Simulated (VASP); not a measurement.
# TlBr (Pm-3m) in VASP: density of states with r2SCAN

Aim: the density of states of TlBr with r2SCAN.

Everything below comes from runs of VASP 6.6.1. Logs are shortened: lines on timing, memory, paths and dates and some standing lists are left out, and cuts for length are marked.

## Step 1: The structure

It takes space group Pm-3m (No. 221, cubic). Conventional cell: a = 3.996 Å, b = 3.996 Å, c = 3.996 Å, α = 90.00°, β = 90.00°, γ = 90.00°. Around Tl (site symmetry m-3m) lie 8 Br at 3.46 Å. Br (site symmetry m-3m) is surrounded by 8 Tl at 3.46 Å.

The cell comes from a database or a generator and needn't be the stable form of this composition.

## Step 2: Density of states, r2SCAN

Input file INCAR:

```
ALGO = Normal ; EDIFF = 1E-6
ENCUT = 520 ; ISIF = 2
ISMEAR = -5 ; LASPH = T
LCHARG = F ; LMIXTAU = T
LORBIT = 10 ; LREAL = F
LWAVE = F ; METAGGA = R2SCAN
NBANDS = 17 ; NEDOS = 1001
NELM = 60 ; PREC = Accurate
SIGMA = 0.05
```

Input file KPOINTS:

```
k-points
0
Gamma
  6 6 6
```

Input file POSCAR:

```
TlBr
1.0
    3.9963496088      0.0000000000      0.0000000000
    0.0000000000      3.9963496088      0.0000000000
    0.0000000000      0.0000000000      3.9963496088
Tl Br
1 1
Direct
    0.0000000000      0.0000000000      0.0000000000
    0.5000000000      0.5000000000      0.5000000000
```

Potentials or basis: VASP PAW PBE potentials, release 64 (Tl_d, Br).

The run is started by

```sh
$ cat potpaw_PBE.64/Tl_d/POTCAR potpaw_PBE.64/Br/POTCAR > POTCAR
$ mpirun -np 1 vasp_std > vasp.out
```

OUTCAR:

```text
EDIFF = 1E-6
   ENCUT = 520
   ISIF = 2
   ISMEAR = -5
   LASPH = T
   LORBIT = 10
   LREAL = F
   METAGGA = R2SCAN
   NELM = 60
   PREC = Accurate

 ion  position               nearest neighbor table
   1  0.000  0.000  0.000-   2 3.46   2 3.46   2 3.46   2 3.46   2 3.46   2 3.46   2 3.46   2 3.46

   2  0.500  0.500  0.500-   1 3.46   1 3.46   1 3.46   1 3.46   1 3.46   1 3.46   1 3.46   1 3.46

  LATTYP: Found a simple cubic cell.
 ALAT       =     3.9963496088

  Lattice vectors:

 A1 = (   3.9963496088,   0.0000000000,   0.0000000000)
 A2 = (   0.0000000000,   3.9963496088,   0.0000000000)
 A3 = (   0.0000000000,   0.0000000000,   3.9963496088)

Analysis of symmetry for initial positions (statically):
=====================================================================
 Subroutine PRICEL returns:
 Original cell was already a primitive cell.

 Routine SETGRP: Setting up the symmetry group for a
 simple cubic supercell.

 Subroutine GETGRP returns: Found 48 space group operations
 (whereof 48 operations were pure point group operations)
 out of a pool of 48 trial point group operations.

The static configuration has the point symmetry O_h .

Analysis of symmetry for dynamics (positions and initial velocities):
=====================================================================
 Subroutine PRICEL returns:
 Original cell was already a primitive cell.

 Routine SETGRP: Setting up the symmetry group for a
 simple cubic supercell.

 Subroutine GETGRP returns: Found 48 space group operations
 (whereof 48 operations were pure point group operations)
 out of a pool of 48 trial point group operations.

The dynamic configuration has the point symmetry O_h .

 Subroutine INISYM returns: Found 48 space group operations
 (whereof 48 operations are pure point group operations),
 and found     1 'primitive' translations

----------------------------------------------------------------------------------------

                                     Primitive cell

  volume of cell :      63.8249

  direct lattice vectors                    reciprocal lattice vectors
     3.996349609  0.000000000  0.000000000     0.250228358  0.000000000  0.000000000
     0.000000000  3.996349609  0.000000000     0.000000000  0.250228358  0.000000000
     0.000000000  0.000000000  3.996349609     0.000000000  0.000000000  0.250228358

  length of vectors
     3.996349609  3.996349609  3.996349609     0.250228358  0.250228358  0.250228358
[... 85 lines left out ...]
   ISYM   =      2    0-nonsym 1-usesym 2-fastsym
   POTIM  = 0.5000    time-step for ionic-motion
   TEBEG  =    0.0;   TEEND  =   0.0 temperature during run
   PSTRESS=    0.0 pullay stress
   NELECT =      20.0000    total number of electrons
   NUPDOWN=      -1.0000    fix difference up-down
   EMIN   =  10.00;   EMAX   =-10.00  energy-range for DOS
   EFERMI =   0.00;   METHOD = LEGACY
   ISMEAR =    -5;   SIGMA  =   0.05  broadening in eV -4-tet -1-fermi 0-gaus
   EFERMI_NEDOS =   21; number of points for ismear=-14 and -15
   IALGO  =     38    algorithm
   IMIX   =      4    mixing-type and parameters
     AMIX     =   0.40;   BMIX     =  1.00
     AMIX_MAG =   1.60;   BMIX_MAG =  1.00
  volume/ion in A,a.u.               =      31.91       215.36
  Fermi-wavevector in a.u.,A,eV,Ry     =   1.111957  2.101294 16.822904  1.236449
  Thomas-Fermi vector in A             =   2.248526
   LORBIT       =     10    0 simple, 1 ext, 2 COOP (PROOUT), +10 PAW based schemes
   METAGGA = R2SCAN    functional components
   LHFCALC =     F    Hartree Fock is set to
   AEXX    =    0.0000 exact exchange contribution
   IVDW    =     0    specifies the selected vdW correction
   LEPSILON=     F    determine dielectric tensor
   LRPA    =     F    only Hartree local field effects (RPA)
 non-spin polarized calculation
 Fermi weights with tetrahedron method with Bloechl corrections
  energy-cutoff  :      520.00
  volume of cell :       63.82
 maximum number of plane-waves:      1743
 NGX is ok and might be reduce to    30
   NGX = 15   NGY = 15   NGZ = 15

 number of electron      20.0000006 magnetization

 Free energy of the ion-electron system (eV)
  ---------------------------------------------------
  ext. energy  EPLUGINS =         0.00000000
  ---------------------------------------------------
  free energy    TOTEN  =       -68.38115572 eV

  energy without entropy =      -68.38115572  energy(sigma->0) =      -68.38115572

 E-fermi :   1.9552     XC(G=0):  -9.3659

 val. band max:        1.9434728558   @ k =   0.5000   0.0000   0.0000
 cond. band min:       4.2774159587   @ k =   0.5000   0.0000   0.0000
 fundamental gap:      2.3339431029
 Fermi energy:         1.9551905087

 k-point     1 :       0.0000    0.0000    0.0000
  band No.  band energies     occupation
      1     -12.2122      2.00000
      2      -8.4853      2.00000
      3      -8.4853      2.00000
      4      -8.3100      2.00000
      5      -8.3100      2.00000
      6      -8.3100      2.00000
[... 377 lines left out ...]
      4      -8.4364      2.00000
      5      -8.2634      2.00000
      6      -8.2634      2.00000
[... 9 lines left out ...]
     16      15.6078      0.00000
     17      19.1590      0.00000

------------------------ aborting loop because EDIFF is reached ----------------------------------------

  FORCE on cell =-STRESS in cart. coord.  units (eV):
  Direction    XX          YY          ZZ          XY          YZ          ZX
  --------------------------------------------------------------------------------------
  -------------------------------------------------------------------------------------
  Total       -0.0087483     -0.0087483     -0.0087483      0.0000000      0.0000000     -0.0000000
  in kB       -0.2196051     -0.2196051     -0.2196051      0.0000000      0.0000000     -0.0000000
  external PRESSURE =      -0.2196051 kB  Pullay stress =       0.0000000 kB

 VOLUME and BASIS-vectors are now :
 -----------------------------------------------------------------------------
  energy-cutoff  :      520.00
  volume of cell :       63.82
      direct lattice vectors                 reciprocal lattice vectors
     3.996349609  0.000000000  0.000000000     0.250228358  0.000000000  0.000000000
     0.000000000  3.996349609  0.000000000     0.000000000  0.250228358  0.000000000
     0.000000000  0.000000000  3.996349609     0.000000000  0.000000000  0.250228358

 POSITION                                       TOTAL-FORCE (eV/Angst)
 -----------------------------------------------------------------------------------
      0.00000      0.00000      0.00000         0.000000      0.000000      0.000000
      1.99817      1.99817      1.99817         0.000000      0.000000      0.000000
 -----------------------------------------------------------------------------------
    total drift:                                0.000000     -0.000000     -0.000000

  FREE ENERGIE OF THE ION-ELECTRON SYSTEM (eV)
  ---------------------------------------------------
  free  energy   TOTEN  =       -68.3811557160 eV

  energy  without entropy=      -68.3811557160  energy(sigma->0) =      -68.38115572

 total charge

# of ion       s       p       d       tot
------------------------------------------
    1        1.318   0.117   9.656  11.090
    2        1.608   3.273   0.006   4.888
--------------------------------------------------
tot          2.926   3.390   9.663  15.978
```

It took 84 s on 1 thread of Intel Xeon 6975P-C (Granite Rapids), shared host; peak memory 0.18 GiB.

Results:

| Property | Result |
| --- | --- |
| Free energy | -68.3812 eV |
| Pressure | 0.0 GPa |
| Band gap on the k mesh | 2.33 eV, direct |
| Valence electrons inside the program's atomic spheres | Tl 11.09; Br 4.89 |

States per cell in windows of 0.5 eV (zero at the valence-band top; states under -8 eV left out):
```
from (eV)  total  Br2_p  Tl1_p  Tl1_s  Br2_d  Tl1_d  Br2_s
     -8.0   0.00   0.00   0.00   0.00   0.00   0.00   0.00
     -7.5   0.00   0.00   0.00   0.00   0.00   0.00   0.00
     -7.0   0.00   0.00   0.00   0.00   0.00   0.00   0.00
     -6.5   0.00   0.00   0.00   0.00   0.00   0.00   0.00
     -6.0   0.00   0.00   0.00   0.00   0.00   0.00   0.00
     -5.5   0.39   0.04   0.00   0.17   0.00   0.00   0.00
     -5.0   0.97   0.09   0.00   0.44   0.00   0.00   0.01
     -4.5   0.37   0.03   0.00   0.18   0.00   0.00   0.00
     -4.0   0.20   0.01   0.00   0.10   0.00   0.00   0.00
     -3.5   0.06   0.00   0.00   0.04   0.00   0.00   0.00
     -3.0   0.16   0.07   0.01   0.00   0.00   0.00   0.00
     -2.5   1.09   0.51   0.04   0.02   0.00   0.01   0.00
     -2.0   1.39   0.69   0.03   0.07   0.00   0.01   0.00
     -1.5   1.67   0.91   0.02   0.08   0.00   0.01   0.00
     -1.0   1.28   0.70   0.01   0.13   0.00   0.01   0.00
     -0.5   0.42   0.21   0.00   0.08   0.00   0.00   0.00
      0.0   0.00   0.00   0.00   0.00   0.00   0.00   0.00
      0.5   0.00   0.00   0.00   0.00   0.00   0.00   0.00
      1.0   0.00   0.00   0.00   0.00   0.00   0.00   0.00
      1.5   0.00   0.00   0.00   0.00   0.00   0.00   0.00
      2.0   0.00   0.00   0.00   0.00   0.00   0.00   0.00
      2.5   0.04   0.00   0.01   0.00   0.00   0.00   0.00
      3.0   0.32   0.02   0.09   0.00   0.01   0.00   0.01
      3.5   0.75   0.07   0.21   0.00   0.01   0.00   0.02
      4.0   1.08   0.11   0.30   0.01   0.01   0.01   0.02
      4.5   0.59   0.06   0.18   0.01   0.01   0.00   0.01
      5.0   0.71   0.07   0.22   0.01   0.01   0.01   0.00
      5.5   0.56   0.05   0.19   0.00   0.01   0.01   0.00
      6.0   0.74   0.06   0.27   0.01   0.01   0.01   0.00
      6.5   0.98   0.05   0.39   0.00   0.02   0.00   0.00
      7.0   0.23   0.01   0.10   0.00   0.00   0.00   0.00
      7.5   0.03   0.00   0.00   0.00   0.00   0.00   0.00
```

Caveat: the PAW data sets were made with another functional, which shifts forces and pressure a little; spin-orbit coupling is left out, which as a rule narrows the gap of such compounds by several tenths of an eV. r2SCAN opens gaps a little over a GGA but as a rule still falls short of measured ones.
